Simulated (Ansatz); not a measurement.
## armchair SiC nanoribbon (N = 7, H edges): bands under strain

What gap, if any, does the armchair SiC nanoribbon (N = 7, H edges) have, and how does it change under strain?

Method: DFT PBE, plane waves, PAW; relaxation of a wire's period, in the first sound run; inputs show where later runs differ, in Ansatz 0.2.0.

This is a report of a sequence of runs, with most program output left out.

## 1. Set-up

The cell holds 18 atoms: 7 Si, 7 C and 4 H. Cell: a = 18.761 Å, b = 7.000 Å, c = 5.370 Å, α = 90.0°, β = 90.0°, γ = 90.0°. Vacuum lies along a and b. The structure's axis is c.

## 2. Relaxation of atoms and period

Band widths follow the bond lengths, so the wire is relaxed first. The atoms and the third cell vector are free; the box across stays fixed as vacuum. A Fermi-Dirac smearing is set since the result may be a metal. The pressure printed is a third of the stress's trace over the whole box, vacuum included; only the stress along the axis is relaxed.

input.yaml

```yaml
crystal:
  lattice:
    - [18.761, 0.0, 0.0]
    - [0.0, 7.0, 0.0]
    - [0.0, 0.0, 5.37]
  atoms:
    - { symbol: Si, position: [0.252105755, 0.5, 0.0] }
    - { symbol: Si, position: [0.417361922, 0.5, 0.0] }
    - { symbol: Si, position: [0.582618089, 0.5, 0.0] }
    - { symbol: Si, position: [0.747874256, 0.5, 0.0] }
    - { symbol: C, position: [0.252105755, 0.5, 0.333333333] }
    - { symbol: C, position: [0.417361922, 0.5, 0.333333333] }
    - { symbol: C, position: [0.582618089, 0.5, 0.333333333] }
    - { symbol: C, position: [0.747874256, 0.5, 0.333333333] }
    - { symbol: H, position: [0.202713549, 0.5, 0.432960894] }
    - { symbol: H, position: [0.797266462, 0.5, 0.432960894] }
    - { symbol: Si, position: [0.334733839, 0.5, 0.5] }
    - { symbol: Si, position: [0.499990005, 0.5, 0.5] }
    - { symbol: Si, position: [0.665246172, 0.5, 0.5] }
    - { symbol: C, position: [0.334733839, 0.5, 0.833333333] }
    - { symbol: C, position: [0.499990005, 0.5, 0.833333333] }
    - { symbol: C, position: [0.665246172, 0.5, 0.833333333] }
    - { symbol: H, position: [0.18655722, 0.5, 0.867783985] }
    - { symbol: H, position: [0.813422791, 0.5, 0.867783985] }
kpoints:
  mp_grid: { grid: [1, 1, 15] }
scf:
  occupations: { method: fermi_dirac, width: 0.05 }
hamiltonian:
  xc: pbe
relax:
  cell: { fix: [a, b, alpha, beta, gamma] }
  max_steps: 45
  f_tol: 0.03
```

Run with:

```sh
ansatz run input.yaml --threads 4 --pin off --max-ram 16384MiB --backend cpu --events-out ev --progress --plain --runs-dir out
```

Run time: 38 s. Hardware: 4 threads of Arm Neoverse V1, shared host; peak memory 1.1 GiB; 2.1 min of CPU time.

Relaxation path:

| step | energy less that of the first step (eV) | largest force component (eV/Å) | pressure (GPa) | volume (Å³) |
| --- | --- | --- | --- | --- |
| 1 | 0.0000 | 1.8918 | 0.08 | 705.23 |
| 2 | -0.1719 | 0.7737 | 0.03 | 707.33 |
| 3 | -0.2039 | 0.0618 | 0.13 | 707.50 |
| 4 | -0.2041 | 0.0289 | 0.09 | 707.69 |
| 5* | -0.2052 | 0.0288 | 0.09 | 707.69 |

Relaxation steps marked * repeat the geometry before them on a plane-wave basis chosen anew for their cell, so energy and pressure can jump there.

The run keeps the 4 symmetry operations that it works with, so distortions that break them were not tested.

| cell as run | before | after | change |
| --- | --- | --- | --- |
| c (Å) | 5.370 | 5.389 | +0.3 % |

The atoms that moved most (Å, along periodic axes as changes of fractional coordinates times the final cell, across vacuum about the mean position):

| atom | dx | dy | dz | length |
| --- | --- | --- | --- | --- |
| Si4 | -0.061 | 0.000 | 0.041 | 0.073 |
| Si1 | 0.061 | 0.000 | 0.041 | 0.073 |
| H9 | -0.010 | 0.000 | -0.032 | 0.034 |
| H10 | 0.010 | 0.000 | -0.032 | 0.034 |
| C8 | -0.024 | 0.000 | -0.011 | 0.027 |
| C5 | 0.024 | 0.000 | -0.011 | 0.027 |
| C16 | -0.015 | 0.000 | -0.004 | 0.015 |
| C14 | 0.015 | 0.000 | -0.004 | 0.015 |

Numbers from this step:

```
cell length along the wire : 5.389 Å
```

The cell's length comes to 5.389 Å with spin left out.

## 3. The wire at its relaxed period

This step: DFT PBE, plane waves, PAW; bands of a perfect wire (Ansatz 0.2.0).

At the relaxed period the bands are computed along the axis; those that cross an energy going forward count the channels that a perfect wire would open there.

input.yaml

```yaml
crystal:
  lattice:
    - [18.761, 0.0, 0.0]
    - [0.0, 7.0, 0.0]
    - [0.0, 0.0, 5.3887698631]
  atoms:
    - { symbol: Si, position: [0.255350662, 0.5, 0.007575879] }
    - { symbol: Si, position: [0.417888369, 0.5, 0.000383054] }
    - { symbol: Si, position: [0.582111631, 0.5, 0.000383054] }
    - { symbol: Si, position: [0.744649338, 0.5, 0.007575879] }
    - { symbol: C, position: [0.253404242, 0.5, 0.331223232] }
    - { symbol: C, position: [0.417398024, 0.5, 0.332804563] }
    - { symbol: C, position: [0.582601976, 0.5, 0.332804563] }
    - { symbol: C, position: [0.746595758, 0.5, 0.331223232] }
    - { symbol: H, position: [0.202192831, 0.5, 0.426946358] }
    - { symbol: H, position: [0.797807169, 0.5, 0.426946358] }
    - { symbol: Si, position: [0.334693136, 0.5, 0.499818616] }
    - { symbol: Si, position: [0.5, 0.5, 0.4997255] }
    - { symbol: Si, position: [0.665306864, 0.5, 0.499818616] }
    - { symbol: C, position: [0.335529558, 0.5, 0.832510189] }
    - { symbol: C, position: [0.5, 0.5, 0.832169979] }
    - { symbol: C, position: [0.664470442, 0.5, 0.832510189] }
    - { symbol: H, position: [0.186211173, 0.5, 0.870201914] }
    - { symbol: H, position: [0.813788827, 0.5, 0.870201914] }
kpoints:
  mp_grid: { grid: [1, 1, 15] }
  band_path: { path: ["Γ", Z], npoints: 90 }
scf:
  occupations: { method: fermi_dirac, width: 0.05 }
hamiltonian:
  xc: pbe
output:
  dos: { e_range: [-5, 4] }
  write_potential: true
  write_density: true
  volumetric_format: npy
```

Run time: 68 s. Hardware: 4 threads; peak memory 2 GiB; 4.4 min of CPU time.

This step gave:

| Quantity | Value |
| --- | --- |
| band gap | 2.359 eV |

The electronic bands at the labelled points (eV, zero at the Fermi level):

| point | band 27 | band 28 | band 29 | band 30 | band 31 | band 32 | band 33 | band 34 |
| --- | --- | --- | --- | --- | --- | --- | --- | --- |
| Γ | -2.02 | -1.74 | -1.31 | -1.17 | 1.19 | 1.26 | 1.39 | 1.76 |
| halfway | -2.55 | -2.10 | -1.89 | -1.56 | 1.38 | 1.65 | 2.09 | 2.13 |
| Z | -3.06 | -2.45 | -2.23 | -1.82 | 1.32 | 1.84 | 2.26 | 2.78 |

The gap is 2.36 eV, with spin left out.

On this path the gap is direct, 2.36 eV, with the valence top at Γ and the conduction bottom at Γ.

## 4. Strain along the wire, period over the relaxed period 0.96, k-mesh 1×1×12

This step: DFT PBE, plane waves, PAW; relaxation at a fixed period (Ansatz 0.2.0).

The period is set to 0.96 times the relaxed one and the atoms relax within it: strain changes bond lengths and angles, which shifts the bands against each other. Against the first PBE run of this kind, the mesh along the wire has 12 points against 15.

The cell differs from the one that the last finished run ended in (c 5.389 → 5.173 Å).

input.yaml: that of step 3 with these lines changed.

```diff
@@ -4,3 +4,3 @@
     - [0.0, 7.0, 0.0]
-    - [0.0, 0.0, 5.3887698631]
+    - [0.0, 0.0, 5.1732190685]
   atoms:
@@ -25,3 +25,3 @@
 kpoints:
-  mp_grid: { grid: [1, 1, 15] }
+  mp_grid: { grid: [1, 1, 12] }
   band_path: { path: ["Γ", Z], npoints: 90 }
@@ -31,6 +31,6 @@
   xc: pbe
+relax:
+  max_steps: 40
+  f_tol: 0.02
 output:
-  dos: { e_range: [-5, 4] }
-  write_potential: true
-  write_density: true
-  volumetric_format: npy
+  stress: true
```

The job ended after 82 s (4 threads; peak memory 2 GiB).

Relaxation path:

| step | energy less that of the first step (eV) | largest force component (eV/Å) |
| --- | --- | --- |
| 1 | 0.0000 | 1.5579 |
| 2 | -0.1723 | 0.7967 |
| 3 | -0.2416 | 0.1231 |
| 4 | -0.2429 | 0.0433 |
| 5 | -0.2432 | 0.0040 |

The run keeps the 4 symmetry operations that it works with, so distortions that break them were not tested.

The atoms that moved most (Å):

| atom | dx | dy | dz | length |
| --- | --- | --- | --- | --- |
| H9 | -0.053 | 0.000 | 0.093 | 0.107 |
| H10 | 0.053 | 0.000 | 0.093 | 0.107 |
| H18 | 0.051 | 0.000 | -0.094 | 0.107 |
| H17 | -0.051 | 0.000 | -0.094 | 0.107 |
| C5 | -0.084 | 0.000 | 0.024 | 0.087 |
| C8 | 0.084 | 0.000 | 0.024 | 0.087 |
| Si1 | -0.078 | 0.000 | -0.027 | 0.082 |
| Si4 | 0.078 | 0.000 | -0.027 | 0.082 |

Final coordinates:

```xyz
18
Lattice="18.7610 0.0000 0.0000 0.0000 7.0000 0.0000 0.0000 0.0000 5.1732" Properties=species:S:1:pos:R:3
Si    4.7130    3.5000    0.0119
Si    7.8184    3.5000   -0.0141
Si   10.9426    3.5000   -0.0141
Si   14.0480    3.5000    0.0119
C     4.6705    3.5000    1.7376
C     7.8091    3.5000    1.7397
C    10.9519    3.5000    1.7397
C    14.0905    3.5000    1.7376
H     3.7406    3.5000    2.3022
H    15.0204    3.5000    2.3022
Si    6.2349    3.5000    2.5666
Si    9.3805    3.5000    2.5701
Si   12.5261    3.5000    2.5666
C     6.2527    3.5000    4.3260
C     9.3805    3.5000    4.3231
C    12.5083    3.5000    4.3260
H     3.4430    3.5000    4.4078
H    15.3180    3.5000    4.4078
```

This step gave:

```yaml
band_gap: 2.457 eV
```

Electronic bands along the path, in eV, zero at the Fermi level:

| point | band 27 | band 28 | band 29 | band 30 | band 31 | band 32 | band 33 | band 34 |
| --- | --- | --- | --- | --- | --- | --- | --- | --- |
| Γ | -2.17 | -1.61 | -1.23 | -1.23 | 1.30 | 1.40 | 1.65 | 1.76 |
| halfway | -2.50 | -2.13 | -1.96 | -1.60 | 1.36 | 1.64 | 2.08 | 2.22 |
| Z | -3.12 | -2.52 | -2.30 | -1.91 | 1.23 | 1.76 | 2.17 | 2.80 |

The gap is 2.46 eV, against 2.36 eV under PBE at the relaxed period.

## 5. Strain along the wire, period over the relaxed period 0.98, k-mesh 1×1×12

The period is set to 0.98 times the relaxed one and the atoms relax within it: strain changes bond lengths and angles, which shifts the bands against each other. Against the first PBE run of this kind, the mesh along the wire has 12 points against 15.

The cell differs from the one that the last finished run ended in (c 5.173 → 5.281 Å).

input.yaml: that of step 4 with these lines changed.

```diff
@@ -4,3 +4,3 @@
     - [0.0, 7.0, 0.0]
-    - [0.0, 0.0, 5.1732190685]
+    - [0.0, 0.0, 5.2809944658]
   atoms:
```

The job ended after 78 s (4 threads; peak memory 2.1 GiB).

Relaxation path:

| step | energy less that of the first step (eV) | largest force component (eV/Å) |
| --- | --- | --- |
| 1 | 0.0000 | 0.6884 |
| 2 | -0.0392 | 0.3550 |
| 3 | -0.0540 | 0.0534 |
| 4 | -0.0543 | 0.0136 |

Forces are held to the 4 operations that the run works with; a distortion that breaks them can't arise in this run.

The atoms that moved most (Å):

| atom | dx | dy | dz | length |
| --- | --- | --- | --- | --- |
| H9 | -0.026 | 0.000 | 0.049 | 0.055 |
| H10 | 0.026 | 0.000 | 0.049 | 0.055 |
| H17 | -0.020 | 0.000 | -0.050 | 0.054 |
| H18 | 0.020 | 0.000 | -0.050 | 0.054 |
| C8 | 0.042 | 0.000 | 0.012 | 0.043 |
| C5 | -0.042 | 0.000 | 0.012 | 0.043 |
| Si1 | -0.036 | 0.000 | -0.013 | 0.038 |
| Si4 | 0.036 | 0.000 | -0.013 | 0.038 |

Final coordinates:

```cif
data_structure
_symmetry_space_group_name_H-M 'P 1'
_symmetry_Int_Tables_number 1
_cell_length_a 18.7610
_cell_length_b 7.0000
_cell_length_c 5.2810
_cell_angle_alpha 90.000
_cell_angle_beta 90.000
_cell_angle_gamma 90.000
_cell_volume 693.54
loop_
_atom_site_label
_atom_site_type_symbol
_atom_site_fract_x
_atom_site_fract_y
_atom_site_fract_z
_atom_site_occupancy
Si1 Si 0.25344 0.50000 0.00510 1
Si2 Si 0.41737 0.50000 0.99896 1
Si3 Si 0.58263 0.50000 0.99896 1
Si4 Si 0.74656 0.50000 0.00510 1
C5 C 0.25118 0.50000 0.33358 1
C6 C 0.41684 0.50000 0.33439 1
C7 C 0.58316 0.50000 0.33439 1
C8 C 0.74882 0.50000 0.33358 1
H9 H 0.20081 0.50000 0.43618 1
H10 H 0.79919 0.50000 0.43618 1
Si11 Si 0.33354 0.50000 0.49813 1
Si12 Si 0.50000 0.50000 0.49840 1
Si13 Si 0.66646 0.50000 0.49813 1
C14 C 0.33451 0.50000 0.83425 1
C15 C 0.50000 0.50000 0.83374 1
C16 C 0.66549 0.50000 0.83425 1
H17 H 0.18517 0.50000 0.86075 1
H18 H 0.81483 0.50000 0.86075 1
```

The electronic bands at the labelled points (eV, zero at the Fermi level):

| point | band 27 | band 28 | band 29 | band 30 | band 31 | band 32 | band 33 | band 34 |
| --- | --- | --- | --- | --- | --- | --- | --- | --- |
| Γ | -2.10 | -1.69 | -1.28 | -1.21 | 1.24 | 1.33 | 1.51 | 1.76 |
| halfway | -2.53 | -2.11 | -1.94 | -1.59 | 1.37 | 1.65 | 2.08 | 2.18 |
| Z | -3.09 | -2.49 | -2.27 | -1.87 | 1.27 | 1.80 | 2.21 | 2.82 |

The gap is 2.45 eV, against 2.36 eV under PBE at the relaxed period.

## 6. At a strained period, period over the relaxed period 1.02, k-mesh 1×1×11

The period is set to 1.02 times the relaxed one and the atoms relax within it: strain changes bond lengths and angles, which shifts the bands against each other. Against the first PBE run of this kind, the mesh along the wire has 11 points against 15.

The cell differs from the one that the last finished run ended in (c 5.281 → 5.497 Å).

input.yaml: that of step 5 with these lines changed.

```diff
@@ -4,3 +4,3 @@
     - [0.0, 7.0, 0.0]
-    - [0.0, 0.0, 5.2809944658]
+    - [0.0, 0.0, 5.4965452603]
   atoms:
@@ -25,3 +25,3 @@
 kpoints:
-  mp_grid: { grid: [1, 1, 12] }
+  mp_grid: { grid: [1, 1, 11] }
   band_path: { path: ["Γ", Z], npoints: 90 }
```

Run time: 80 s. Hardware: 4 threads; peak memory 2.1 GiB.

Relaxation path:

| step | energy less that of the first step (eV) | largest force component (eV/Å) |
| --- | --- | --- |
| 1 | 0.0000 | 0.5345 |
| 2 | -0.0341 | 0.2779 |
| 3 | -0.0441 | 0.0352 |
| 4 | -0.0443 | 0.0179 |

The run keeps the 4 symmetry operations that it works with, so distortions that break them were not tested.

The atoms that moved most (Å):

| atom | dx | dy | dz | length |
| --- | --- | --- | --- | --- |
| H18 | -0.025 | 0.000 | 0.052 | 0.058 |
| H17 | 0.025 | 0.000 | 0.052 | 0.058 |
| H9 | 0.021 | 0.000 | -0.050 | 0.054 |
| H10 | -0.021 | 0.000 | -0.050 | 0.054 |
| Si1 | 0.037 | 0.000 | 0.014 | 0.039 |
| Si4 | -0.037 | 0.000 | 0.014 | 0.039 |
| C5 | 0.037 | 0.000 | -0.012 | 0.039 |
| C8 | -0.037 | 0.000 | -0.012 | 0.039 |

Final coordinates:

```xyz
18
Lattice="18.7610 0.0000 0.0000 0.0000 7.0000 0.0000 0.0000 0.0000 5.4965" Properties=species:S:1:pos:R:3
Si    4.8272    3.5000    0.0559
Si    7.8488    3.5000    0.0077
Si   10.9122    3.5000    0.0077
Si   13.9338    3.5000    0.0559
C     4.7912    3.5000    1.8088
C     7.8396    3.5000    1.8217
C    10.9214    3.5000    1.8217
C    13.9698    3.5000    1.8088
H     3.8143    3.5000    2.2971
H    14.9467    3.5000    2.2971
Si    6.2972    3.5000    2.7544
Si    9.3805    3.5000    2.7514
Si   12.4638    3.5000    2.7544
C     6.3116    3.5000    4.5673
C     9.3805    3.5000    4.5664
C    12.4494    3.5000    4.5673
H     3.5184    3.5000    4.8352
H    15.2426    3.5000    4.8352
```

Electronic bands along the path, in eV, zero at the Fermi level:

| point | band 27 | band 28 | band 29 | band 30 | band 31 | band 32 | band 33 | band 34 |
| --- | --- | --- | --- | --- | --- | --- | --- | --- |
| Γ | -1.94 | -1.79 | -1.33 | -1.13 | 1.14 | 1.20 | 1.29 | 1.75 |
| halfway | -2.56 | -2.09 | -1.82 | -1.52 | 1.40 | 1.67 | 2.08 | 2.08 |
| Z | -3.01 | -2.40 | -2.17 | -1.75 | 1.37 | 1.88 | 2.30 | 2.59 |

The gap is 2.27 eV, against 2.36 eV under PBE at the relaxed period.

## 7. Strain along the wire, period over the relaxed period 1.04, k-mesh 1×1×11

The period is set to 1.04 times the relaxed one and the atoms relax within it: strain changes bond lengths and angles, which shifts the bands against each other. Against the first PBE run of this kind, the mesh along the wire has 11 points against 15.

The cell differs from the one that the last finished run ended in (c 5.497 → 5.604 Å).

input.yaml: that of step 6 with these lines changed.

```diff
@@ -4,3 +4,3 @@
     - [0.0, 7.0, 0.0]
-    - [0.0, 0.0, 5.4965452603]
+    - [0.0, 0.0, 5.6043206576]
   atoms:
```

It took 86 s on 4 threads; peak memory 2.2 GiB.

Step by step:

| step | energy less that of the first step (eV) | largest force component (eV/Å) |
| --- | --- | --- |
| 1 | 0.0000 | 0.9347 |
| 2 | -0.1238 | 0.4830 |
| 3 | -0.1564 | 0.0753 |
| 4 | -0.1569 | 0.0223 |
| 5 | -0.1570 | 0.0079 |

The run keeps the 4 symmetry operations that it works with, so distortions that break them were not tested.

The atoms that moved most (Å):

| atom | dx | dy | dz | length |
| --- | --- | --- | --- | --- |
| H18 | -0.042 | 0.000 | 0.107 | 0.115 |
| H17 | 0.042 | 0.000 | 0.107 | 0.115 |
| H9 | 0.043 | 0.000 | -0.097 | 0.106 |
| H10 | -0.043 | 0.000 | -0.097 | 0.106 |
| C8 | -0.072 | 0.000 | -0.025 | 0.076 |
| C5 | 0.072 | 0.000 | -0.025 | 0.076 |
| Si1 | 0.069 | 0.000 | 0.028 | 0.074 |
| Si4 | -0.069 | 0.000 | 0.028 | 0.074 |

Final coordinates:

```cif
data_structure
_symmetry_space_group_name_H-M 'P 1'
_symmetry_Int_Tables_number 1
_cell_length_a 18.7610
_cell_length_b 7.0000
_cell_length_c 5.6043
_cell_angle_alpha 90.000
_cell_angle_beta 90.000
_cell_angle_gamma 90.000
_cell_volume 736.00
loop_
_atom_site_label
_atom_site_type_symbol
_atom_site_fract_x
_atom_site_fract_y
_atom_site_fract_z
_atom_site_occupancy
Si1 Si 0.25904 0.50000 0.01250 1
Si2 Si 0.41876 0.50000 0.00201 1
Si3 Si 0.58124 0.50000 0.00201 1
Si4 Si 0.74096 0.50000 0.01250 1
C5 C 0.25722 0.50000 0.32679 1
C6 C 0.41828 0.50000 0.33023 1
C7 C 0.58172 0.50000 0.33023 1
C8 C 0.74278 0.50000 0.32679 1
H9 H 0.20447 0.50000 0.40959 1
H10 H 0.79553 0.50000 0.40959 1
Si11 Si 0.33648 0.50000 0.50208 1
Si12 Si 0.50000 0.50000 0.50103 1
Si13 Si 0.66352 0.50000 0.50208 1
C14 C 0.33714 0.50000 0.82957 1
C15 C 0.50000 0.50000 0.82957 1
C16 C 0.66286 0.50000 0.82957 1
H17 H 0.18846 0.50000 0.88935 1
H18 H 0.81154 0.50000 0.88935 1
```

Electronic bands along the path, in eV, zero at the Fermi level:

| point | band 27 | band 28 | band 29 | band 30 | band 31 | band 32 | band 33 | band 34 |
| --- | --- | --- | --- | --- | --- | --- | --- | --- |
| Γ | -1.85 | -1.82 | -1.34 | -1.08 | 1.09 | 1.15 | 1.22 | 1.73 |
| halfway | -2.56 | -2.07 | -1.75 | -1.48 | 1.42 | 1.68 | 2.03 | 2.08 |
| Z | -2.96 | -2.34 | -2.11 | -1.68 | 1.42 | 1.92 | 2.33 | 2.39 |

The gap is 2.17 eV, against 2.36 eV under PBE at the relaxed period.

## 8. At a strained period, period over the relaxed period 1.06, k-mesh 1×1×11

The period is set to 1.06 times the relaxed one and the atoms relax within it: strain changes bond lengths and angles, which shifts the bands against each other. Against the first PBE run of this kind, the mesh along the wire has 11 points against 15.

The cell differs from the one that the last finished run ended in (c 5.604 → 5.712 Å).

input.yaml: that of step 7 with these lines changed.

```diff
@@ -4,3 +4,3 @@
     - [0.0, 7.0, 0.0]
-    - [0.0, 0.0, 5.6043206576]
+    - [0.0, 0.0, 5.7120960548]
   atoms:
```

The job ended after 86 s (4 threads; peak memory 2.2 GiB; 5.3 min of CPU time).

The gap is 2.07 eV, against 2.36 eV under PBE at the relaxed period.

## 9. Comparing the runs

Times are for 4 threads of Arm Neoverse V1, shared host. The runs compared:

| no. | period over the relaxed period | k-mesh | pressure (GPa) | band gap (eV) | time | memory (GiB) |
| --- | --- | --- | --- | --- | --- | --- |
| 1 | 0.96 | 1×1×12 | 1.645 | 2.457 | 82 s | 2.0 |
| 2 | 0.98 | 1×1×12 | 0.8607 | 2.448 | 78 s | 2.1 |
| 3 | 1.02 | 1×1×11 | -0.6215 | 2.270 | 80 s | 2.1 |
| 4 | 1.04 | 1×1×11 | -1.304 | 2.171 | 86 s | 2.2 |
| 5 | 1.06 | 1×1×11 | -1.944 | 2.066 | 86 s | 2.2 |

## 10. Results

| Item | Value |
| --- | --- |
| cell length, PBE | 5.389 Å |
| gap, PBE | 2.36 eV |
| gap, period scaled by 0.96 | 2.46 eV |
| gap, period scaled by 0.98 | 2.45 eV |
| gap, period scaled by 1.02 | 2.27 eV |
| gap, period scaled by 1.04 | 2.17 eV |
| gap, period scaled by 1.06 | 2.07 eV |

What this shows: Under PBE the cell's length is 5.39 Å, and a gap of 2.36 eV makes it a semiconductor. Strain matters: under PBE the gap goes from 2.36 eV to 2.46 eV at 0.96 times the period, 2.45 eV at 0.98 times the period, 2.27 eV at 1.02 times the period, 2.17 eV at 1.04 times the period and 2.07 eV at 1.06 times the period.

[Logs are printed without paths, hosts, clocks, repeated set-up lines and the standing remarks that a program may print on its own settings, such as how far it seeks lower states.]

[Hosts, paths, dates, database ids (printed as entryN), source tags and the programs' standing remarks are cut or masked in the printed files.]
